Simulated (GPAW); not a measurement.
# HfC (Fm-3m) in GPAW: single point with PBE

Aim: the single point of HfC with PBE.

All numbers are computed with GPAW 26.7.0; they aren't measurements. Logs are shortened: lines on timing, memory, paths and dates and some standing lists are left out, and cuts for length are marked. The log counts tension as positive stress, the text compression.

### 1 The structure

The structure is cubic, space group Fm-3m (No. 225). Conventional cell: a = 4.650 Å, b = 4.650 Å, c = 4.650 Å, α = 90.00°, β = 90.00°, γ = 90.00°. Hf (site symmetry m-3m) is surrounded by 6 C at 2.33 Å. C (site symmetry m-3m) is surrounded by 6 Hf at 2.33 Å.

### 2 Single point, PBE

run.py reads:

```python
from ase import Atoms
from ase.dft.bandgap import bandgap
from ase.io import write
from ase.units import GPa
from gpaw import GPAW, PW

atoms = Atoms(['Hf', 'C'],
              cell=[[0.0, 2.325, 2.325],
                    [2.325, 0.0, 2.325],
                    [2.325, 2.325, 0.0]],
              scaled_positions=[[0.5, 0.5, 0.5],
                                [0.0, 0.0, 0.0]],
              pbc=True)

calc = GPAW(mode=PW(650),
            xc='PBE',
            kpts={'size': (8, 8, 8), 'gamma': True},
            occupations={'name': 'fermi-dirac', 'width': 0.05},
            nbands=18,
            maxiter=120,
            txt='gpaw.txt')
atoms.calc = calc
energy = atoms.get_potential_energy()
forces = atoms.get_forces()
stress = atoms.get_stress()
calc.write('gs.gpw')
write('result.traj', atoms)
print(f'Energy: {energy:.6f} eV')
print('Forces (eV/A):')
print(forces.round(4))
print('Stress (GPa):', (stress / GPa).round(3))
print('Fermi level:', round(calc.get_fermi_level(), 4), 'eV')
print(f'Gap: {bandgap(calc)[0]:.4f} eV, direct: {bandgap(calc, direct=True)[0]:.4f} eV')
```

Potentials or basis: GPAW PAW data sets (gpaw-data 1.2.1), pw.

Started as:

```sh
OMP_NUM_THREADS=1 python run.py
```

gpaw.txt:

```text
__  _  _
 | _ |_)|_||  |
 |__||  | ||/\| - 26.7.0

Input parameters:
  mode=PW(ecut=650.0),
  kpts=MonkhorstPack(size=(8, 8, 8), gamma=True),
  maxiter=120,
  nbands=18,
  occupations=Occupations(name='fermi-dirac', width=0.05),
  xc=XC(name='PBE')

Diagonalizing LCAO Hamiltonian
Converting LCAO to pw mode

               Hf

       C

Atoms  # Å, Bohr magnetons
|   | symbol |        x |        y |        z |    initial magnetic moments |
|---|--------|----------|----------|----------|-----------------------------|
| 0 |     Hf | 2.325000 | 2.325000 | 2.325000 | ( 0.0000,  0.0000,  0.0000) |
| 1 |      C | 0.000000 | 0.000000 | 0.000000 | ( 0.0000,  0.0000,  0.0000) |

Unit cell  # Å
| periodic |        x |        y |        z |  lengths |    angles |
|----------|----------|----------|----------|----------|-----------|
|      yes | 0.000000 | 2.325000 | 2.325000 | 3.288047 | 60.000000 |
|      yes | 2.325000 | 0.000000 | 2.325000 | 3.288047 | 60.000000 |
|      yes | 2.325000 | 2.325000 | 0.000000 | 3.288047 | 60.000000 |

Number of symmetries: 48
Symmetry operations  # r_c * U_cc + t_c -> r_c
|    | kind |            matrix            |
|----|------|------------------------------|
|  0 |  σ   |  1, 0, 0,  1, 0,-1,  1,-1, 0 |
|  1 |  C2  |  1, 0, 0,  1,-1, 0,  1, 0,-1 |
|  2 |  E   |  1, 0, 0,  0, 1, 0,  0, 0, 1 |
|  3 |  σ   |  1, 0, 0,  0, 0, 1,  0, 1, 0 |
|  4 |  C4  |  1, 0,-1,  1, 0, 0,  1,-1, 0 |
|  5 |  S6  |  1, 0,-1,  1,-1, 0,  1, 0, 0 |
|  6 |  σ   |  1, 0,-1,  0, 1,-1,  0, 0,-1 |
|  7 |  C3  |  1, 0,-1,  0, 0,-1,  0, 1,-1 |
|  8 |  S6  |  1,-1, 0,  1, 0, 0,  1, 0,-1 |
|  9 |  C4  |  1,-1, 0,  1, 0,-1,  1, 0, 0 |
| 10 |  C3  |  1,-1, 0,  0,-1, 1,  0,-1, 0 |
| 11 |  σ   |  1,-1, 0,  0,-1, 0,  0,-1, 1 |
| 12 |  σ   |  0, 1, 0,  1, 0, 0,  0, 0, 1 |
| 13 |  C4  |  0, 1, 0,  0, 1,-1, -1, 1, 0 |
| 14 |  C3  |  0, 1, 0,  0, 0, 1,  1, 0, 0 |
| 15 |  S6  |  0, 1, 0, -1, 1, 0,  0, 1,-1 |
| 16 |  C2  |  0, 1,-1,  1, 0,-1,  0, 0,-1 |
| 17 |  σ   |  0, 1,-1,  0, 1, 0, -1, 1, 0 |
| 18 |  S4  |  0, 1,-1,  0, 0,-1,  1, 0,-1 |
| 19 |  C4  |  0, 1,-1, -1, 1, 0,  0, 1, 0 |
| 20 |  C3  |  0, 0, 1,  1, 0, 0,  0, 1, 0 |
| 21 |  σ   |  0, 0, 1,  0, 1, 0,  1, 0, 0 |
| 22 |  S6  |  0, 0, 1,  0,-1, 1, -1, 0, 1 |
| 23 |  C4  |  0, 0, 1, -1, 0, 1,  0,-1, 1 |
| 24 |  S4  |  0, 0,-1,  1, 0,-1,  0, 1,-1 |
| 25 |  C3  |  0, 0,-1,  0, 1,-1,  1, 0,-1 |
| 26 |  C2  |  0, 0,-1,  0,-1, 0, -1, 0, 0 |
| 27 |  S6  |  0, 0,-1, -1, 0, 0,  0,-1, 0 |
| 28 |  S4  |  0,-1, 1,  1,-1, 0,  0,-1, 0 |
| 29 |  C4  |  0,-1, 1,  0, 0, 1, -1, 0, 1 |
| 30 |  C2  |  0,-1, 1,  0,-1, 0,  1,-1, 0 |
| 31 |  σ   |  0,-1, 1, -1, 0, 1,  0, 0, 1 |
| 32 |  C3  |  0,-1, 0,  1,-1, 0,  0,-1, 1 |
| 33 |  S6  |  0,-1, 0,  0, 0,-1, -1, 0, 0 |
| 34 |  S4  |  0,-1, 0,  0,-1, 1,  1,-1, 0 |
| 35 |  C2  |  0,-1, 0, -1, 0, 0,  0, 0,-1 |
| 36 |  C2  | -1, 1, 0,  0, 1, 0,  0, 1,-1 |
| 37 |  S6  | -1, 1, 0,  0, 1,-1,  0, 1, 0 |
| 38 |  S4  | -1, 1, 0, -1, 0, 1, -1, 0, 0 |
| 39 |  C3  | -1, 1, 0, -1, 0, 0, -1, 0, 1 |
| 40 |  S6  | -1, 0, 1,  0, 0, 1,  0,-1, 1 |
| 41 |  C2  | -1, 0, 1,  0,-1, 1,  0, 0, 1 |
| 42 |  C3  | -1, 0, 1, -1, 1, 0, -1, 0, 0 |
[... 64 lines left out ...]
      filter: 2.36  # [Å]
      core: 4.02  # [Å]
    projectors
    | kind |    occ | energy [eV] | rcut [Å] |
    |------|--------|-------------|----------|
    |   5s |  2.000 |     -66.831 |    1.397 |
    |   6s |  2.000 |      -5.097 |    1.397 |
    |   5p |  6.000 |     -35.599 |    1.307 |
    |   6p |  0.000 |      -1.401 |    1.307 |
    |   5d |  2.000 |      -2.699 |    1.334 |
    |    d |        |      24.513 |    1.334 |

    Using partial waves for Hf as LCAO basis

  C:
    name:    Carbon
    Z:       6.0
    valence: 4
    core:    2
    charge:  0.0  # [|e|]
    compensation charges:
      type: gauss
      rc: 0.20  # [Å]
      lmax: 2
    cutoffs:
      filter: 1.14  # [Å]
      core: 1.14  # [Å]
    projectors
    | kind |    occ | energy [eV] | rcut [Å] |
    |------|--------|-------------|----------|
    |   2s |  2.000 |     -13.751 |    0.635 |
    |   2p |  2.000 |      -5.284 |    0.635 |
    |    s |        |      13.461 |    0.635 |
    |    p |        |      21.927 |    0.635 |
    |    d |        |       0.000 |    0.635 |

    Using partial waves for C as LCAO basis

Reference energy: -410913.743391  # eV

eigensolver:
  PPCG
  Converge bands: occupied
  niter=2

density mixing:
  MSR1-Mixer
  Pratt-step length: 0.05
  Maximum mixing coefficient: 0.75
  Old densities: 10
  SVD Regularization: 0.005
  Good broyden scale: 1.0
  Trust region scale: 1.0
  Backstep threshold: 4.0
  History deletion threshold: 6.0
  Fourier metric: weight=20.0, sigma=0.015

occupation numbers:
  Fermi-Dirac:
    width: 0.0500  # eV

poisson solver:
  ecut: 5200.0  # eV

xc functional:
  name: PBE with 2 nearest neighbor stencil

convergence criteria:
- Maximum [total energy] change in last 3 cyles: 0.0005 eV / valence electron
- Maximum integral of absolute [dens]ity change: 0.0001 electrons / valence electron
- Maximum integral of absolute [eigenst]ate change: 4e-08 eV^2 / valence electron
maximum number of iterations: 120

SCF iterations
|iter     | |      energy | eigst |  dens |
|---------|-|-------------|-------|-------|
|iter:   1| |  -20.460605 | -0.37 |       |
|iter:   2| |  -19.866828 | -2.59 | -0.80 |
|iter:   3| |  -18.549043 | -1.58 | -0.87 |
|iter:   4| |  -18.563835 | -3.28 | -1.59 |
|iter:   5| |  -18.574674 | -3.28 | -1.80 |
|iter:   6| |  -18.574636 | -5.32 | -3.06 |
|iter:   7| |  -18.574636c| -6.60 | -3.63 |
|iter:   8| |  -18.574637c| -7.41c| -4.13c|

Converged in 8 steps
Energy contributions relative to reference atoms: (reference = -410913.743391)

Energy contributions:
  Kinetic:          20.443073
  Coulomb:         -21.116472
  Zero:             -0.384773
  External:          0.000000
  Xc:              -17.515235
  Entropy:          -0.002459
  Spinorbit:         0.000000
  ----------------------------
  Free energy:     -18.575866
  Extrapolated:    -18.574637

dipole moment: (-9.239753, -9.239753, -9.239753)  # |e|*Ang

Fermi level: 10.917
Eigenvalues  # (at kpt = [0.000, 0.000, 0.000])
| band index |      eig [eV] | occ [0-2] |
|------------|---------------|-----------|
|          0 |       -49.969 |     2.000 |
|          1 |       -18.620 |     2.000 |
|          2 |       -18.620 |     2.000 |
|          3 |       -18.620 |     2.000 |
|          4 |        -1.301 |     2.000 |
|          5 |        12.013 |     0.000 |
|          6 |        12.013 |     0.000 |
|          7 |        12.013 |     0.000 |
|          8 |        12.377 |     0.000 |
|          9 |        12.377 |     0.000 |
|         10 |        12.377 |     0.000 |
|         11 |        14.376 |     0.000 |
|         12 |        14.376 |     0.000 |
|        ... |               |           |
|         17 |        35.278 |     0.000 |

No gap
No difference between direct/indirect transitions

Forces  # eV/Ang
|        x |       y |       z |
|----------|---------|---------|
|  0.00000 | 0.00000 | 0.00000 |  # Hf   0
| -0.00000 | 0.00000 | 0.00000 |  # C    1

Stress tensor  # eV/Ang^3
|         x |         y |         z |
|-----------|-----------|-----------|
| -0.008746 |  0.000000 |  0.000000 |
|  0.000000 | -0.008746 |  0.000000 |
|  0.000000 |  0.000000 | -0.008746 |

# Writing to gs.gpw (mode='')
```

stdout:

```text
Energy: -18.574637 eV
Forces (eV/A):
[[ 0.  0.  0.]
 [-0.  0.  0.]]
Stress (GPa): [-1.401 -1.401 -1.401  0.     0.     0.   ]
Fermi level: 10.9169 eV
Gap: 0.0000 eV, direct: 0.0000 eV
```

Run time: 9.1 s. Hardware: 1 thread of Arm Neoverse V1, shared host; peak memory 0.15 GiB.

What came out:

```
Free energy            : -18.5759 eV
Pressure               : 1.4 GPa
Band gap on the k mesh : none (metal or under the smearing width)
```

Caveat: the cutoff is short for stress and forces, so pressures can be off by a GPa or more.
